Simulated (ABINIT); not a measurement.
Crystal: Ni.

```
CELL_PARAMETERS angstrom
0.00000 1.73757 1.73757
1.73757 0.00000 1.73757
1.73757 1.73757 0.00000
ATOMIC_POSITIONS crystal
Ni 0.00000 0.00000 0.00000
```

Base run:

* Program: ABINIT 10.8.3 (patched build)
* Functional: LDA
* Potentials or basis: JTH PAW LDA v2.0
* Cutoff: 816 eV
* k mesh: 13 × 13 × 13
* Occupations: fermi-dirac, width 0.05 eV
* Spin: collinear spin, ferromagnetic start
* Starting moments: [1.0] μB

Its results: band gap on the k mesh none (metal or under the smearing width); net moment 0.62 μB per cell; site moments Ni +0.65 μB.

Problem. The run is repeated on the same cell with these changes: k mesh from 13 × 13 × 13 to 5 × 5 × 5. What comes out?

Solution. Band gap on the k mesh none (metal or under the smearing width); net moment 0.95 μB per cell; site moments Ni +0.94 μB.

Caveats: some runs use coarse meshes.
